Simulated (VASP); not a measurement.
# MoSe2 in VASP: further runs

The runs below take MoSe2 through relaxation of cell and atoms, with PBE+D3(BJ).

Program: VASP 6.6.1. These are calculated values, not measurements. Logs are shortened: lines on timing, memory, paths and dates and some standing lists are left out, and cuts for length are marked.

### 1 The slab as given

The cell holds a slab with vacuum, 12 atoms: a = 3.288 Å, b = 3.288 Å, c = 40.575 Å, α = 90.00°, β = 90.00°, γ = 120.00°.

### 2 Relaxation of cell and atoms, PBE+D3(BJ)

INCAR

```
ALGO     = Normal         # electronic algorithm
EDIFF    = 1E-6           # SCF threshold, eV
EDIFFG   = -0.01          # ionic threshold
ENCUT    = 600            # plane-wave cutoff, eV
GGA      = PE             # functional
IBRION   = 2              # ionic algorithm
ISIF     = 3              # what is computed and relaxed
ISMEAR   = 0              # smearing method
IVDW     = 12             # dispersion correction
KPAR     = 8            
LASPH    = T              # aspherical terms in the spheres
LATTICE_CONSTRAINTS= .TRUE. .TRUE. .FALSE.
LCHARG   = F              # write CHGCAR
LREAL    = F              # projectors in reciprocal space
LWAVE    = F              # write WAVECAR
NELM     = 80             # most SCF steps
NSW      = 90             # ionic steps
PREC     = Accurate       # precision mode
SIGMA    = 0.03           # smearing width, eV
```

KPOINTS

```
k-points
0
Gamma
  12 12 1
```

POSCAR

```
MoSe2
1.0
    3.2880000000      0.0000000000      0.0000000000
   -1.6440000000      2.8474915300      0.0000000000
    0.0000000000      0.0000000000     40.5750000000
Se Mo
8 4
Direct
    0.3333333300      0.6666666700      0.2218114600
    0.3333333300      0.6666666700      0.3012939000
    0.6666666700      0.3333333300      0.3807763400
    0.6666666700      0.3333333300      0.4602587800
    0.3333333300      0.6666666700      0.5397412200
    0.3333333300      0.6666666700      0.6192236600
    0.6666666700      0.3333333300      0.6987061000
    0.6666666700      0.3333333300      0.7781885400
    0.6666666700      0.3333333300      0.2615526800
    0.3333333300      0.6666666700      0.4205175600
    0.6666666700      0.3333333300      0.5794824400
    0.3333333300      0.6666666700      0.7384473200
```

Potentials or basis: VASP PAW PBE potentials, release 64 (Se, Mo_sv).

Run with:

```sh
$ cat potpaw_PBE.64/Se/POTCAR potpaw_PBE.64/Mo_sv/POTCAR > POTCAR
$ mpirun -np 8 vasp_std > vasp.out
```

OUTCAR:

```text
EDIFF = 1E-6
   EDIFFG = -0.01
   ENCUT = 600
   GGA = PE
   IBRION = 2
   ISIF = 3
   ISMEAR = 0
   IVDW = 12
   LASPH = T
   LREAL = F
   NELM = 80
   NSW = 90
   PREC = Accurate
 IVDW          = 12

 ion  position               nearest neighbor table
   1  0.333  0.667  0.222-   9 2.49   9 2.49   9 2.49
   2  0.333  0.667  0.301-   9 2.49   9 2.49   9 2.49
   3  0.667  0.333  0.381-  10 2.49  10 2.49  10 2.49
   4  0.667  0.333  0.460-  10 2.49  10 2.49  10 2.49
   5  0.333  0.667  0.540-  11 2.49  11 2.49  11 2.49
   6  0.333  0.667  0.619-  11 2.49  11 2.49  11 2.49
   7  0.667  0.333  0.699-  12 2.49  12 2.49  12 2.49
   8  0.667  0.333  0.778-  12 2.49  12 2.49  12 2.49
   9  0.667  0.333  0.262-   2 2.49   1 2.49   2 2.49   1 2.49   2 2.49   1 2.49
  10  0.333  0.667  0.421-   4 2.49   3 2.49   4 2.49   3 2.49   4 2.49   3 2.49
  11  0.667  0.333  0.579-   5 2.49   6 2.49   5 2.49   6 2.49   5 2.49   6 2.49
  12  0.333  0.667  0.738-   7 2.49   8 2.49   7 2.49   8 2.49   7 2.49   8 2.49

  LATTYP: Found a hexagonal cell.
 ALAT       =     3.2880000000
 C/A-ratio  =    12.3403284672

  Lattice vectors:

 A1 = (   3.2880000000,   0.0000000000,   0.0000000000)
 A2 = (  -1.6440000000,   2.8474915300,   0.0000000000)
 A3 = (   0.0000000000,   0.0000000000,  40.5750000000)

Analysis of symmetry for initial positions (statically):
=====================================================================
 Subroutine PRICEL returns:
 Original cell was already a primitive cell.

 Routine SETGRP: Setting up the symmetry group for a
 hexagonal supercell.

 Subroutine GETGRP returns: Found 12 space group operations
 (whereof 12 operations were pure point group operations)
 out of a pool of 24 trial point group operations.

The static configuration has the point symmetry D_3d.

Analysis of symmetry for dynamics (positions and initial velocities):
=====================================================================
 Subroutine PRICEL returns:
 Original cell was already a primitive cell.

 Routine SETGRP: Setting up the symmetry group for a
 hexagonal supercell.

 Subroutine GETGRP returns: Found 12 space group operations
 (whereof 12 operations were pure point group operations)
 out of a pool of 24 trial point group operations.

The dynamic configuration has the point symmetry D_3d.

 Subroutine INISYM returns: Found 12 space group operations
 (whereof 12 operations are pure point group operations),
 and found     1 'primitive' translations

----------------------------------------------------------------------------------------

                                     Primitive cell

  volume of cell :     379.8856

  direct lattice vectors                    reciprocal lattice vectors
     3.288000000  0.000000000  0.000000000     0.304136253  0.175593147  0.000000000
    -1.644000000  2.847491530  0.000000000     0.000000000  0.351186295  0.000000000
     0.000000000  0.000000000 40.575000000     0.000000000  0.000000000  0.024645718

  length of vectors
     3.288000000  3.288000002 40.575000000     0.351186295  0.351186295  0.024645718

  position of ions in fractional coordinates (direct lattice)
     0.333333330  0.666666670  0.221811460
     0.333333330  0.666666670  0.301293900
     0.666666670  0.333333330  0.380776340
     0.666666670  0.333333330  0.460258780
     0.333333330  0.666666670  0.539741220
     0.333333330  0.666666670  0.619223660
     0.666666670  0.333333330  0.698706100
     0.666666670  0.333333330  0.778188540
     0.666666670  0.333333330  0.261552680
     0.333333330  0.666666670  0.420517560
     0.666666670  0.333333330  0.579482440
     0.333333330  0.666666670  0.738447320

  ion indices of the primitive-cell ions
   primitive index   ion index
                 1           1
                 2           2
                 3           3
                 4           4
                 5           5
                 6           6
                 7           7
                 8           8
                 9           9
                10          10
                11          11
                12          12

----------------------------------------------------------------------------------------

 KPOINTS: k-points

Automatic generation of k-mesh.
 Grid dimensions read from file:
 generate k-points for:   12   12    1

 Generating k-lattice:

  Cartesian coordinates                     Fractional coordinates (reciprocal lattice)
     0.025344688  0.014632762  0.000000000     0.083333333  0.000000000  0.000000000
     0.000000000  0.029265525  0.000000000     0.000000000  0.083333333  0.000000000
     0.000000000  0.000000000  0.024645718     0.000000000  0.000000000  1.000000000

  Length of vectors
     0.029265525  0.029265525  0.024645718

  Shift w.r.t. Gamma in fractional coordinates (k-lattice)
     0.000000000  0.000000000  0.000000000

 Subroutine IBZKPT returns following result:
 ===========================================

 Found     19 irreducible k-points:

 Following reciprocal coordinates:
            Coordinates               Weight
  0.000000  0.000000  0.000000      1.000000
  0.083333 -0.000000  0.000000      6.000000
  0.166667  0.000000  0.000000      6.000000
  0.250000  0.000000  0.000000      6.000000
  0.333333 -0.000000  0.000000      6.000000
  0.416667  0.000000  0.000000      6.000000
[... 11 lines left out ...]
  0.333333  0.250000  0.000000     12.000000
  0.333333  0.333333  0.000000      2.000000
   k-points           NKPTS =     19   k-points in BZ     NKDIM =     19   number of bands    NBANDS=     62
   number of dos      NEDOS =    301   number of ions     NIONS =     12
   total plane-waves  NPLWV = 254016
   dimension x,y,z NGX =    28 NGY =   28 NGZ =  324
   dimension x,y,z NGXF=    56 NGYF=   56 NGZF=  648
   ions per type =               8   4
   NGX,Y,Z   is equivalent  to a cutoff of  14.16, 14.16, 13.28 a.u.
   NGXF,Y,Z  is equivalent  to a cutoff of  28.31, 28.31, 26.55 a.u.
 SYSTEM =  unknown system
   PREC   = accura    normal or accurate (medium, high low for compatibility)
   ISTART =      0    job   : 0-new  1-cont  2-samecut
   ICHARG =      2    charge: 1-file 2-atom 10-const
   ISPIN  =      1    spin polarized calculation?
   LNONCOLLINEAR =      F non collinear calculations
   LSORBIT =      F    spin-orbit coupling
   LASPH  =      T    aspherical Exc in radial PAW
   ENCUT  =  600.0 eV  44.10 Ry    6.64 a.u.   6.57  6.57 81.04*2*pi/ulx,y,z
   NELM   =     80;   NELMIN=  2; NELMDL= -5     # of ELM steps
   EDIFF  = 0.1E-05   stopping-criterion for ELM
   LREAL  =      F    real-space projection
   EDIFFG = -.1E-01   stopping-criterion for IOM
   NSW    =     90    number of steps for IOM
   IBRION =      2    ionic relax: 0-MD 1-quasi-New 2-CG
   NFREE  =      1    steps in history (QN), initial steepest desc. (CG)
   ISIF   =      3    stress and relaxation
   ISYM   =      2    0-nonsym 1-usesym 2-fastsym
   POTIM  = 0.5000    time-step for ionic-motion
   TEBEG  =    0.0;   TEEND  =   0.0 temperature during run
   PSTRESS=    0.0 pullay stress
   NELECT =     104.0000    total number of electrons
   NUPDOWN=      -1.0000    fix difference up-down
   EMIN   =  10.00;   EMAX   =-10.00  energy-range for DOS
   EFERMI =   0.00;   METHOD = LEGACY
   ISMEAR =     0;   SIGMA  =   0.03  broadening in eV -4-tet -1-fermi 0-gaus
   EFERMI_NEDOS =   21; number of points for ismear=-14 and -15
   IALGO  =     38    algorithm
   IMIX   =      4    mixing-type and parameters
     AMIX     =   0.40;   BMIX     =  1.00
     AMIX_MAG =   1.60;   BMIX_MAG =  1.00
  volume/ion in A,a.u.               =      31.66       213.63
  Fermi-wavevector in a.u.,A,eV,Ry     =   1.063004  2.008787 15.374286  1.129978
  Thomas-Fermi vector in A             =   2.198474
   LORBIT       =      0    0 simple, 1 ext, 2 COOP (PROOUT), +10 PAW based schemes
   GGA     = PE    functional components
   LHFCALC =     F    Hartree Fock is set to
   AEXX    =    0.0000 exact exchange contribution
   IVDW    =    12    specifies the selected vdW correction
   LEPSILON=     F    determine dielectric tensor
   LRPA    =     F    only Hartree local field effects (RPA)
 conjugate gradient relaxation of ions
 non-spin polarized calculation
 Gauss-broadening in eV      SIGMA  =   0.03
  energy-cutoff  :      600.00
  volume of cell :      379.89
 maximum number of plane-waves:     12827
 NGX is ok and might be reduce to    28
   NGX = 13   NGY = 13   NGZ =163

--------------------------------------- Ionic step        1  -------------------------------------------

 number of electron     103.9999996 magnetization

 Free energy of the ion-electron system (eV)
  ---------------------------------------------------
  ext. energy  EPLUGINS =         0.00000000
  ---------------------------------------------------
  free energy    TOTEN  =       -79.48824674 eV

  energy without entropy =      -79.48824674  energy(sigma->0) =      -79.48824674

------------------------ aborting loop because EDIFF is reached ----------------------------------------

 Edisp (eV)   -5.26526

 E8    (eV) :    -2.3080

  FORCE on cell =-STRESS in cart. coord.  units (eV):
  Direction    XX          YY          ZZ          XY          YZ          ZX
  --------------------------------------------------------------------------------------
  -------------------------------------------------------------------------------------
  Total       4.23512     4.23512    12.93681    -0.00000    -0.00000     0.00000
  in kB      17.86174    17.86174    54.56134    -0.00000    -0.00000     0.00000
  external pressure =       30.09 kB  Pullay stress =        0.00 kB
[... 127 lines left out ...]
  FREE ENERGIE OF THE ION-ELECTRON SYSTEM (eV)
  ---------------------------------------------------
  free  energy   TOTEN  =       -84.9544043082 eV

  energy  without entropy=      -84.9544043082  energy(sigma->0) =      -84.95440431

[... ionic steps 4 to 40 ...]

--------------------------------------- Ionic step       41  -------------------------------------------

 number of electron     104.0000000 magnetization

------------------------ aborting loop because EDIFF is reached ----------------------------------------

 Edisp (eV)   -5.33395

 E8    (eV) :    -2.3363
[... 89 lines left out ...]
  energy  without entropy=      -85.0369475866  energy(sigma->0) =      -85.03694759

--------------------------------------- Ionic step       43  -------------------------------------------

 number of electron     104.0000000 magnetization

 Free energy of the ion-electron system (eV)
  ---------------------------------------------------
  ext. energy  EPLUGINS =         0.00000000
  ---------------------------------------------------
  free energy    TOTEN  =       -79.70300725 eV

  energy without entropy =      -79.70300725  energy(sigma->0) =      -79.70300725

 E-fermi :   2.5165     XC(G=0):  -7.0643

 val. band max:        2.3534467102   @ k =   0.0000   0.0000   0.0000
 cond. band min:       3.2272139235   @ k =   0.1667   0.1667   0.0000
 fundamental gap:      0.8737672134
 Fermi energy:         2.5165085481

 k-point     1 :       0.0000    0.0000    0.0000
  band No.  band energies     occupation
      1     -58.8195      2.00000
      2     -58.8195      2.00000
      3     -58.8168      2.00000
      4     -58.8168      2.00000
      5     -32.9890      2.00000
      6     -32.9890      2.00000
[... 1267 lines left out ...]
  FREE ENERGIE OF THE ION-ELECTRON SYSTEM (eV)
  ---------------------------------------------------
  free  energy   TOTEN  =       -85.0369571206 eV

  energy  without entropy=      -85.0369571206  energy(sigma->0) =      -85.03695712

 reached required accuracy - stopping structural energy minimisation
```

Run time: 45 min. Hardware: 8 MPI ranks of Intel Xeon Platinum 8559C (Emerald Rapids), shared host; peak memory 0.89 GiB.

Results:

```yaml
Free_energy: -85.0370 eV
Relaxed_volume: 31.50 Å³/atom
Relaxed_cell: a = 3.280 Å, b = 3.280 Å, c = 40.575 Å, α = 90.00°, β = 90.00°, γ = 120.00°
Space_group_after_relaxing_to_0.05_Å: P-3m1 (No. 164)
Energy_gained_by_relaxing: 23.6 meV/atom
Ionic_steps: 43
Largest_force_after_relaxing: 0.007 eV/Å
Band_gap_on_the_k_mesh: 0.87 eV, indirect (least direct gap 1.48 eV)
Dispersion_energy_per_atom: -0.444 eV
```

Forces in eV/Å, atoms in the order of the input:
```
Se   0.000  0.000 -0.007
Se   0.000  0.000  0.000
Se   0.000  0.000  0.005
Se   0.000  0.000  0.004
Se   0.000  0.000 -0.004
Se   0.000  0.000 -0.005
Se   0.000  0.000  0.000
Se   0.000  0.000  0.007
Mo   0.000  0.000 -0.003
Mo   0.000  0.000  0.005
Mo   0.000  0.000 -0.005
Mo   0.000  0.000  0.003
```

The path:
```tsv
step	energy change (eV)	largest force (eV/Å)	pressure (GPa)	volume (Å³)
1	0.0000	1.1612	3.01	379.89
3	-0.2009	0.2802	-0.64	388.21
5	-0.2792	0.0282	-0.06	377.42
7	-0.2793	0.0135	-0.14	377.80
9	-0.2793	0.0186	-0.13	377.64
11	-0.2795	0.0283	-0.11	377.31
13	-0.2800	0.0285	-0.10	377.19
15	-0.2799	0.1089	-0.09	376.69
17	-0.2804	0.0682	-0.10	376.95
19	-0.2809	0.0682	-0.10	377.09
21	-0.2820	0.0780	-0.13	377.68
23	-0.2827	0.0147	-0.03	377.73
25	-0.2828	0.0118	-0.03	377.82
27	-0.2829	0.0223	-0.03	377.99
29	-0.2831	0.0415	0.06	377.95
31	-0.2832	0.0336	0.05	378.03
33	-0.2833	0.0224	-0.03	378.39
35	-0.2834	0.0153	-0.01	378.25
37	-0.2834	0.0131	0.01	377.97
39	-0.2834	0.0128	0.01	378.02
41	-0.2834	0.0129	0.01	378.05
43	-0.2835	0.0075	0.00	378.04
```

Final structure:
```cif
data_structure
_symmetry_space_group_name_H-M 'P 1'
_symmetry_Int_Tables_number 1
_cell_length_a 3.2800
_cell_length_b 3.2800
_cell_length_c 40.5750
_cell_angle_alpha 90.000
_cell_angle_beta 90.000
_cell_angle_gamma 120.000
_cell_volume 378.04
loop_
_atom_site_label
_atom_site_type_symbol
_atom_site_fract_x
_atom_site_fract_y
_atom_site_fract_z
_atom_site_occupancy
Se1 Se 0.33333 0.66667 0.22345 1
Se2 Se 0.33333 0.66667 0.30608 1
Se3 Se 0.66667 0.33333 0.38017 1
Se4 Se 0.66667 0.33333 0.46274 1
Se5 Se 0.33333 0.66667 0.53726 1
Se6 Se 0.33333 0.66667 0.61983 1
Se7 Se 0.66667 0.33333 0.69392 1
Se8 Se 0.66667 0.33333 0.77655 1
Mo1 Mo 0.66667 0.33333 0.26477 1
Mo2 Mo 0.33333 0.66667 0.42145 1
Mo3 Mo 0.66667 0.33333 0.57855 1
Mo4 Mo 0.33333 0.66667 0.73523 1
```

Levels at points of the mesh, in eV from the valence-band top:
```csv
k point,band 48,band 49,band 50,band 51,band 52,band 53,band 54,band 55,band 56,band 57
"(0.00, 0.00, 0.00)",-1.31,-0.99,-0.35,-0.11,0.00,2.49,2.49,2.51,2.51,2.54
"(0.50, 0.00, 0.00)",-1.10,-1.09,-1.04,-0.93,-0.87,1.58,1.60,1.62,1.63,1.85
```

A hybrid or GW would open this gap; PBE tends to underestimate it.

### 3 Relaxation of cell and atoms, PBE+D3(BJ)

This run uses another cell than the first one, of 31.50 Å³/atom, 0.995 times its volume.

Edit INCAR of step 2 so:

```diff
@@ -1,4 +1,4 @@
 ALGO     = Normal         # electronic algorithm
-EDIFF    = 1E-6           # SCF threshold, eV
-EDIFFG   = -0.01          # ionic threshold
+EDIFF    = 1E-7           # SCF threshold, eV
+EDIFFG   = -0.005         # ionic threshold
 ENCUT    = 600            # plane-wave cutoff, eV
```

KPOINTS is that of step 2.

POSCAR

```
MoSe2                                   
1.0
    3.2800050236     -0.0000000000      0.0000000000
   -1.6400025118      2.8405676774      0.0000000000
    0.0000000000      0.0000000000     40.5750000000
  Se              Mo            
     8     4
Direct
     0.3333333300000021    0.6666666699999979    0.2234526769459009
     0.3333333300000021    0.6666666699999979    0.3060780561013432
     0.6666666699999979    0.3333333300000021    0.3801688035893028
     0.6666666699999979    0.3333333300000021    0.4627363946363049
     0.3333333300000021    0.6666666699999979    0.5372636053636953
     0.3333333300000021    0.6666666699999979    0.6198311964106971
     0.6666666699999979    0.3333333300000021    0.6939219438986568
     0.6666666699999979    0.3333333300000021    0.7765473230540991
     0.6666666699999979    0.3333333300000021    0.2647695200224557
     0.3333333300000021    0.6666666699999979    0.4214508587641813
     0.6666666699999979    0.3333333300000021    0.5785491412358182
     0.3333333300000021    0.6666666699999979    0.7352304799775442
```

Potentials or basis: VASP PAW PBE potentials, release 64 (Se, Mo_sv).

Run with:

```sh
$ cat potpaw_PBE.64/Se/POTCAR potpaw_PBE.64/Mo_sv/POTCAR > POTCAR
$ mpirun -np 8 vasp_std > vasp.out
```

It took 15 min on 8 MPI ranks of Intel Xeon Platinum 8559C (Emerald Rapids), shared host; peak memory 0.88 GiB.

It converged, with:

```
Free energy                            : -85.0368 eV
Relaxed volume                         : 31.50 Å³/atom
Relaxed cell                           : a = 3.280 Å, b = 3.280 Å, c = 40.575 Å, α = 90.00°, β = 90.00°, γ = 120.00°
Space group after relaxing (to 0.05 Å) : P-3m1 (No. 164)
Energy gained by relaxing              : 0.0 meV/atom
Ionic steps                            : 12
Largest force after relaxing           : 0.003 eV/Å
Band gap on the k mesh                 : 0.87 eV, indirect (least direct gap 1.48 eV)
Dispersion energy per atom             : -0.444 eV
```

Forces on the atoms (eV/Å):
```
Se   0.000  0.000 -0.003
Se   0.000  0.000  0.002
Se   0.000  0.000 -0.001
Se   0.000  0.000  0.002
Se   0.000  0.000 -0.002
Se   0.000  0.000  0.001
Se   0.000  0.000 -0.002
Se   0.000  0.000  0.003
Mo   0.000  0.000 -0.002
Mo   0.000  0.000 -0.003
Mo   0.000  0.000  0.003
Mo   0.000  0.000  0.002
```

Step by step:
| step | energy change (eV) | largest force (eV/Å) | pressure (GPa) | volume (Å³) |
| --- | --- | --- | --- | --- |
| 1 | 0.0000 | 0.0075 | 0.01 | 378.04 |
| 2 | 0.0000 | 0.0055 | 0.01 | 377.99 |
| 3 | 0.0000 | 0.0093 | 0.02 | 377.88 |
| 4 | 0.0000 | 0.0085 | 0.02 | 377.88 |
| 5 | 0.0000 | 0.0085 | 0.01 | 377.89 |
| 6 | -0.0001 | 0.0162 | -0.01 | 377.92 |
| 7 | -0.0001 | 0.0136 | -0.01 | 377.93 |
| 8 | -0.0001 | 0.0066 | 0.00 | 377.94 |
| 9 | -0.0001 | 0.0099 | 0.01 | 377.97 |
| 10 | -0.0001 | 0.0095 | 0.00 | 377.99 |
| 11 | -0.0001 | 0.0086 | 0.00 | 378.03 |
| 12 | -0.0002 | 0.0035 | 0.00 | 378.00 |

Final structure:
```xyz
12
Lattice="3.2798 0.0000 0.0000 -1.6399 2.8404 0.0000 0.0000 0.0000 40.5750" Properties=species:S:1:pos:R:3 pbc="T T T"
Se    0.0000    1.8936    9.0603
Se    0.0000    1.8936   12.4135
Se    1.6399    0.9468   15.4321
Se    1.6399    0.9468   18.7822
Se    0.0000    1.8936   21.7928
Se    0.0000    1.8936   25.1429
Se    1.6399    0.9468   28.1615
Se    1.6399    0.9468   31.5147
Mo    1.6399    0.9468   10.7371
Mo    0.0000    1.8936   17.1072
Mo    1.6399    0.9468   23.4678
Mo    0.0000    1.8936   29.8379
```

Levels at points of the mesh, in eV from the valence-band top:
| k point | band 50 | band 51 | band 52 | band 53 | band 54 | band 55 |
| --- | --- | --- | --- | --- | --- | --- |
| (0.00, 0.00, 0.00) | -0.35 | -0.12 | 0.00 | 2.49 | 2.49 | 2.51 |
| (0.50, 0.00, 0.00) | -1.03 | -0.93 | -0.87 | 1.58 | 1.60 | 1.62 |
